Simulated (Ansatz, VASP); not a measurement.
# Cross-check of Al3Pd2 between VASP and Ansatz, part 2 of 2

Aim: how closely do two programs agree when they are given the same cell, functional and k mesh? The cell is taken from a series of runs on this material, whose earlier steps may have relaxed, scaled, displaced or heated it; both programs get it as it stands.

VASP 6.6.1 and Ansatz 0.2.0.

So far: The structure; Ansatz: single point, PBE.

## 3. VASP: single point, PBE

Level of this step: PBE; plane waves and PAW (Pd, Al) (VASP).

The same cell, functional, mesh and smearing now go to VASP, with its own data sets.

Lines of VASP's logs that name or quote its potential files are left out, and so is its time.

File INCAR:

```
SYSTEM = Al3Pd2
PREC = Accurate
ENCUT = 400
EDIFF = 1E-06
NELM = 120
ISMEAR = -1
SIGMA = 0.05
LREAL = .FALSE.
ALGO = Normal
GGA = PE
NBANDS = 78
LASPH = .TRUE.
LORBIT = 11
LWAVE = .FALSE.
LCHARG = .FALSE.
ISIF = 2
GGA_COMPAT = .FALSE.
KPAR = 4
```

File POSCAR:

```
Al3Pd2
1.0
    5.7134227920      0.0000000000      0.0000000000
    2.8567113960      4.9479692804      0.0000000000
    0.0000000000      0.0000000000     23.3299803501
Pd Al
8 12
Direct
    0.9999999999      0.9999999999      0.6781471056
    0.4999999999      0.9999999999      0.6781471056
    0.9999999999      0.4999999999      0.6781471056
    0.4999999999      0.4999999999      0.6781471056
    0.8333333333      0.3333333333      0.3218528944
    0.3333333333      0.3333333333      0.3218528944
    0.8333333333      0.8333333333      0.3218528944
    0.3333333333      0.8333333333      0.3218528944
    0.8333333333      0.3333333333      0.5969683426
    0.3333333333      0.3333333333      0.5969683426
    0.8333333333      0.8333333333      0.5969683426
    0.3333333333      0.8333333333      0.5969683426
    0.1666666666      0.1666666666      0.5000000000
    0.6666666666      0.1666666666      0.5000000000
    0.1666666666      0.6666666666      0.5000000000
    0.6666666666      0.6666666666      0.5000000000
    0.9999999999      0.9999999999      0.4030316574
    0.4999999999      0.9999999999      0.4030316574
    0.9999999999      0.4999999999      0.4030316574
    0.4999999999      0.4999999999      0.4030316574
```

File KPOINTS:

```
Automatic mesh
0
Gamma
12 12 1
0 0 0
```

The projector-augmented-wave data sets are Pd and Al (PBE family, release 64).

Run with:

```console
$ mpirun -np 4 vasp_std
```

Numbers of over 12 decimals in the logs are rounded to 6 here.

The program printed:

```text
[banner, memory and clock lines left out]
running    4 mpi-ranks, on    1 nodes
 distrk:  each k-point on    1 cores,    4 groups
 distr:  one band on    1 cores,    1 groups

 POSCAR found type information on POSCAR PdAl
 POSCAR found :  2 types and      20 ions
|                                                                             |
|               ----> ADVICE to this user running VASP <----                  |
|                                                                             |
|     You have a (more or less) 'large supercell' and for larger cells it     |
|     might be more efficient to use real-space projection operators.         |
|     Therefore, try LREAL= Auto in the INCAR file.                           |
|     Mind: For very accurate calculation, you might also keep the            |
|     reciprocal projection scheme (i.e. LREAL=.FALSE.).                      |
|                                                                             |

 LDA part: xc-table for (Slater+PW92), standard interpolation
 POSCAR, INCAR and KPOINTS ok, starting setup
 FFT: planning ... GRIDC
 FFT: planning ... GRID_SOFT
 FFT: planning ... GRID
 WAVECAR not read
 entering main loop
       N       E                     dE             d eps       ncg     rms          rms(c)
DAV:   1     0.536285462040E+03    0.53629E+03   -0.40046E+04  2964   0.988E+02
DAV:   2    -0.567502609642E+02   -0.59304E+03   -0.54813E+03  3578   0.221E+02
DAV:   3    -0.951961651469E+02   -0.38446E+02   -0.36225E+02  3650   0.514E+01
DAV:   4    -0.964697822522E+02   -0.12736E+01   -0.12652E+01  3928   0.985E+00
DAV:   5    -0.965188471908E+02   -0.49065E-01   -0.49028E-01  3986   0.186E+00    0.199E+01
DAV:   6    -0.972513619917E+02   -0.73251E+00   -0.60368E+01  3366   0.337E+01    0.155E+01
DAV:   7    -0.904497219436E+02    0.68016E+01   -0.16408E+01  3148   0.214E+01    0.504E+00
DAV:   8    -0.903175189264E+02    0.13220E+00   -0.26475E+00  3350   0.422E+00    0.296E+00
DAV:   9    -0.902189740631E+02    0.98545E-01   -0.21512E-01  3504   0.199E+00    0.109E+00
DAV:  10    -0.901931438757E+02    0.25830E-01   -0.64031E-02  3290   0.114E+00    0.338E-01
DAV:  11    -0.901885972733E+02    0.45466E-02   -0.91715E-03  3484   0.374E-01    0.177E-01
DAV:  12    -0.901876822618E+02    0.91501E-03   -0.14648E-03  3620   0.117E-01    0.816E-02
DAV:  13    -0.901881432952E+02   -0.46103E-03   -0.61158E-04  3156   0.749E-02    0.315E-02
DAV:  14    -0.901884054568E+02   -0.26216E-03   -0.18245E-04  3378   0.405E-02    0.278E-02
DAV:  15    -0.901883425188E+02    0.62938E-04   -0.14794E-04  3054   0.277E-02    0.908E-03
DAV:  16    -0.901885077820E+02   -0.16526E-03   -0.24767E-05  3222   0.109E-02    0.102E-02
DAV:  17    -0.901887384234E+02   -0.23064E-03   -0.35879E-05  3132   0.161E-02    0.615E-03
DAV:  18    -0.901888209599E+02   -0.82536E-04   -0.79058E-06  2582   0.642E-03    0.264E-03
DAV:  19    -0.901890172085E+02   -0.19625E-03   -0.12713E-05  2620   0.358E-03    0.104E-03
DAV:  20    -0.901890757327E+02   -0.58524E-04   -0.70958E-06  2338   0.230E-03    0.603E-04
DAV:  21    -0.901890837649E+02   -0.80322E-05   -0.40395E-07  2302   0.914E-04    0.208E-04
DAV:  22    -0.901890850111E+02   -0.12462E-05   -0.70425E-08  2018   0.443E-04    0.173E-04
DAV:  23    -0.901890851667E+02   -0.15561E-06   -0.16742E-08  1908   0.293E-04
   1 F= -.90189085E+02 E0= -.90148915E+02  d E =-.803397E-01
```

From OUTCAR (step 3):

```text
ion  position               nearest neighbor table
   1  1.000  1.000  0.678-  11 2.51   9 2.51  12 2.51   3 2.86   3 2.86   4 2.86   4 2.86   2 2.86
                             2 2.86
   2  0.500  1.000  0.678-  12 2.51  10 2.51  11 2.51   4 2.86   3 2.86   4 2.86   3 2.86   1 2.86
                             1 2.86
   3  1.000  0.500  0.678-   9 2.51  11 2.51  10 2.51   1 2.86   1 2.86   2 2.86   2 2.86   4 2.86
                             4 2.86
   4  0.500  0.500  0.678-  10 2.51  12 2.51   9 2.51   2 2.86   1 2.86   2 2.86   1 2.86   3 2.86
                             3 2.86
   5  0.833  0.333  0.322-  19 2.51  17 2.51  20 2.51   7 2.86   7 2.86   8 2.86   8 2.86   6 2.86
                             6 2.86
   6  0.333  0.333  0.322-  20 2.51  18 2.51  19 2.51   8 2.86   7 2.86   8 2.86   7 2.86   5 2.86
                             5 2.86
   7  0.833  0.833  0.322-  17 2.51  19 2.51  18 2.51   5 2.86   5 2.86   6 2.86   6 2.86   8 2.86
                             8 2.86
   8  0.333  0.833  0.322-  18 2.51  20 2.51  17 2.51   6 2.86   5 2.86   6 2.86   5 2.86   7 2.86
                             7 2.86
   9  0.833  0.333  0.597-   3 2.51   1 2.51   4 2.51  16 2.80  13 2.80  14 2.80  11 2.86  11 2.86
                            12 2.86  12 2.86  10 2.86  10 2.86
  10  0.333  0.333  0.597-   4 2.51   2 2.51   3 2.51  15 2.80  14 2.80  13 2.80  12 2.86  11 2.86
                            12 2.86  11 2.86   9 2.86   9 2.86
  11  0.833  0.833  0.597-   1 2.51   3 2.51   2 2.51  14 2.80  15 2.80  16 2.80   9 2.86   9 2.86
                            10 2.86  10 2.86  12 2.86  12 2.86
  12  0.333  0.833  0.597-   2 2.51   4 2.51   1 2.51  13 2.80  16 2.80  15 2.80  10 2.86   9 2.86
                            10 2.86   9 2.86  11 2.86  11 2.86
  13  0.167  0.167  0.500-  19 2.80  12 2.80  18 2.80   9 2.80  10 2.80  17 2.80  15 2.86  15 2.86
                            16 2.86  16 2.86  14 2.86  14 2.86
  14  0.667  0.167  0.500-  20 2.80  11 2.80  17 2.80  10 2.80   9 2.80  18 2.80  16 2.86  15 2.86
                            16 2.86  15 2.86  13 2.86  13 2.86
  15  0.167  0.667  0.500-  17 2.80  10 2.80  20 2.80  11 2.80  12 2.80  19 2.80  13 2.86  13 2.86
                            14 2.86  14 2.86  16 2.86  16 2.86
  16  0.667  0.667  0.500-  18 2.80   9 2.80  19 2.80  12 2.80  11 2.80  20 2.80  14 2.86  13 2.86
                            14 2.86  13 2.86  15 2.86  15 2.86
  17  1.000  1.000  0.403-   7 2.51   5 2.51   8 2.51  15 2.80  14 2.80  13 2.80  19 2.86  19 2.86
                            20 2.86  20 2.86  18 2.86  18 2.86
  18  0.500  1.000  0.403-   8 2.51   6 2.51   7 2.51  16 2.80  13 2.80  14 2.80  20 2.86  19 2.86
                            20 2.86  19 2.86  17 2.86  17 2.86
  19  1.000  0.500  0.403-   5 2.51   7 2.51   6 2.51  13 2.80  16 2.80  15 2.80  17 2.86  17 2.86
                            18 2.86  18 2.86  20 2.86  20 2.86
  20  0.500  0.500  0.403-   6 2.51   8 2.51   5 2.51  14 2.80  15 2.80  16 2.80  18 2.86  17 2.86
                            18 2.86  17 2.86  19 2.86  19 2.86

  LATTYP: Found a hexagonal cell.
 ALAT       =     5.7134227920
 C/A-ratio  =     4.0833631957

 Subroutine GETGRP returns: Found 12 space group operations
 (whereof  6 operations were pure point group operations)

The static configuration has the point symmetry C_3v.
 The point group associated with its full space group is D_3d.

 Found     19 irreducible k-points:

   k-points           NKPTS =     19   k-points in BZ     NKDIM =     19   number of bands    NBANDS=     78

   dimension x,y,z NGX =    40 NGY =   40 NGZ =  160
   dimension x,y,z NGXF=    80 NGYF=   80 NGZF=  320

   ENCUT  =  400.0 eV  29.40 Ry    5.42 a.u.   9.32  9.32 38.05*2*pi/ulx,y,z

   NELECT =     116.0000    total number of electrons

 k-points in reciprocal lattice and weights: Automatic mesh
   0.00000000  0.00000000  0.00000000       0.007
   0.08333333  0.00000000  0.00000000       0.042
   0.16666667 -0.00000000  0.00000000       0.042
   0.25000000 -0.00000000  0.00000000       0.042
   0.33333333 -0.00000000  0.00000000       0.042
   0.41666667 -0.00000000  0.00000000       0.042
   0.50000000 -0.00000000  0.00000000       0.021
   0.16666667  0.08333333  0.00000000       0.042
   0.25000000  0.08333333  0.00000000       0.083
[...]
-0.41666667  0.25000000  0.00000000       0.083
  -0.33333333  0.33333333  0.00000000       0.014

 average (electrostatic) potential at core
       1 -78.7398       2 -78.7398       3 -78.7398       4 -78.7398       5 -78.7398
       6 -78.7398       7 -78.7398       8 -78.7398       9 -78.6935      10 -78.6935
      11 -78.6935      12 -78.6935      13 -78.7356      14 -78.7356      15 -78.7356
      16 -78.7356      17 -78.6935      18 -78.6935      19 -78.6935      20 -78.6935

 E-fermi :   1.7931

 k-point     1 :       0.0000    0.0000    0.0000
  band No.  band energies     occupation
    ...
     57       1.2419      1.99997
     58       1.4552      1.99768
     59       1.7451      1.44561
     60       1.7451      1.44561
     61       1.7451      1.44561
     62       2.1555      0.00142
     63       2.1555      0.00142
     64       2.1555      0.00142
     65       3.4660      0.00000
     66       3.4660      0.00000
    ...

 k-point     2 :       0.0833    0.0000    0.0000
  band No.  band energies     occupation
    ...
     57       1.1937      1.99999
     58       1.3610      1.99965
     59       1.5593      1.98152
     60       1.7958      0.97314
     61       1.7958      0.97314
     62       2.1983      0.00060
     63       2.3557      0.00003
     64       2.3557      0.00003
     65       3.4166      0.00000
     66       3.4614      0.00000
    ...

 k-point     3 :       0.1667   -0.0000    0.0000
  band No.  band energies     occupation
    ...
     56       1.0719      2.00000
     57       1.0719      2.00000
     58       1.5370      1.98813
     59       1.6593      1.87101
     60       1.8211      0.72640
     61       1.8539      0.45717
     62       1.8539      0.45717
     63       2.6923      0.00000
     64       2.6923      0.00000
     65       3.5367      0.00000
    ...

  Total        6.2014087      6.2014087      1.5709518      0.0000000      0.0000000      0.0000000
  in kB       15.0647942     15.0647942      3.8162403      0.0000000      0.0000000      0.0000000
  external PRESSURE =      11.3152762 kB  Pullay stress =       0.0000000 kB

  energy-cutoff  :      400.00
  volume of cell :      659.53
      direct lattice vectors                 reciprocal lattice vectors
     5.713422792  0.000000000  0.000000000     0.175026431 -0.101051557  0.000000000
     2.856711396  4.947969280  0.000000000     0.000000000  0.202103114  0.000000000
     0.000000000  0.000000000 23.329980350     0.000000000  0.000000000  0.042863302

 POSITION                                       TOTAL-FORCE (eV/Angst)
 -----------------------------------------------------------------------------------
      8.57013      4.94797     15.82116        -0.000000     -0.000000      0.037436
      5.71342      4.94797     15.82116        -0.000000     -0.000000      0.037436
      7.14178      2.47398     15.82116        -0.000000     -0.000000      0.037436
      4.28507      2.47398     15.82116        -0.000000     -0.000000      0.037436
      5.71342      1.64932      7.50882         0.000000      0.000000     -0.037436
      2.85671      1.64932      7.50882         0.000000      0.000000     -0.037436
      7.14178      4.12331      7.50882         0.000000      0.000000     -0.037436
      4.28507      4.12331      7.50882         0.000000      0.000000     -0.037436
      5.71342      1.64932     13.92726         0.000000      0.000000      0.041582
      2.85671      1.64932     13.92726        -0.000000      0.000000      0.041582
      7.14178      4.12331     13.92726         0.000000     -0.000000      0.041582
      4.28507      4.12331     13.92726        -0.000000     -0.000000      0.041582
      1.42836      0.82466     11.66499        -0.000000      0.000000      0.000000
      4.28507      0.82466     11.66499         0.000000     -0.000000      0.000000
      2.85671      3.29865     11.66499        -0.000000      0.000000      0.000000
      5.71342      3.29865     11.66499        -0.000000     -0.000000      0.000000
      8.57013      4.94797      9.40272        -0.000000     -0.000000     -0.041582
      5.71342      4.94797      9.40272        -0.000000      0.000000     -0.041582
      7.14178      2.47398      9.40272        -0.000000     -0.000000     -0.041582
      4.28507      2.47398      9.40272         0.000000     -0.000000     -0.041582
 -----------------------------------------------------------------------------------
    total drift:                                0.000001      0.000001      0.000026

  FREE ENERGIE OF THE ION-ELECTRON SYSTEM (eV)
  ---------------------------------------------------
  free  energy   TOTEN  =       -90.1890851667 eV

  energy  without entropy=      -90.1087454792  energy(sigma->0) =      -90.14891532

 total charge
# of ion       s       p       d       tot
------------------------------------------
    1        0.496   0.391   8.608   9.494
    2        0.496   0.391   8.608   9.494
    3        0.496   0.391   8.608   9.494
    4        0.496   0.391   8.608   9.494
    5        0.496   0.391   8.608   9.494
    6        0.496   0.391   8.608   9.494
    7        0.496   0.391   8.608   9.494
    8        0.496   0.391   8.608   9.494
    9        0.418   0.368   0.000   0.786
   10        0.418   0.368   0.000   0.786
   11        0.418   0.368   0.000   0.786
   12        0.418   0.368   0.000   0.786
   13        0.427   0.353   0.000   0.780
   14        0.427   0.353   0.000   0.780
   15        0.427   0.353   0.000   0.780
   16        0.427   0.353   0.000   0.780
   17        0.418   0.368   0.000   0.786
   18        0.418   0.368   0.000   0.786
   19        0.418   0.368   0.000   0.786
   20        0.418   0.368   0.000   0.786
--------------------------------------------------
tot          9.023   7.478  68.863  85.364

[... 3 further parts left out ...]
```

## 4. Side by side

Known differences besides the potentials themselves: the data sets hold 180 valence electrons in Ansatz (on its default PAW (the set named soft_2) files) and 116 in VASP; the cutoff is 420 eV in Ansatz and 400 eV in VASP. Total energies have different zeros and are not compared.

Forces on 7 of the 20 atoms, those with the largest forces and the largest differences (eV/Å; atoms numbered as in POSCAR):

| atom | Ansatz x, y, z | VASP x, y, z |
| --- | --- | --- |
| Al9 | 0.000, 0.000, 0.059 | 0.000, 0.000, 0.042 |
| Al10 | 0.000, 0.000, 0.059 | 0.000, 0.000, 0.042 |
| Al12 | 0.000, 0.000, 0.059 | 0.000, 0.000, 0.042 |
| Al17 | 0.000, 0.000, -0.059 | 0.000, 0.000, -0.042 |
| Al18 | 0.000, 0.000, -0.059 | 0.000, 0.000, -0.042 |
| Al19 | 0.000, 0.000, -0.059 | 0.000, 0.000, -0.042 |
| Al20 | 0.000, 0.000, -0.059 | 0.000, 0.000, -0.042 |

The forces differ by 8.3 meV/Å r.m.s., which is 40.5 % of the r.m.s. force of 0.020 eV/Å (both taken over all components). With vacuum in the cell, a pressure given here is an average over mostly empty space and none of the material.

## 5. Results

```yaml
r_m_s_force_difference_single_point_pbe: 8.3 meV/Å
```

The r.m.s. force difference is 8.3 meV/Å (single point, PBE), within the 12 meV/Å picked in this series as the mark of a large difference. The data sets hold unlike numbers of valence electrons (180 in Ansatz and 116 in VASP), so part of the differences comes from the potentials. Such differences can come from data sets, numerical settings and the points named under the comparisons, not from the functional's error against experiment.

[Lines on the potential files, build, host, timing and source positions are cut from VASP's logs without a mark.]

[Logs are printed without paths, hosts, clocks, repeated set-up lines and the standing remarks that a program may print on its own settings, such as how far it seeks lower states.]

[Hosts, paths, dates, database ids (printed as entryN), source tags and the programs' standing remarks are cut or masked in the printed files.]
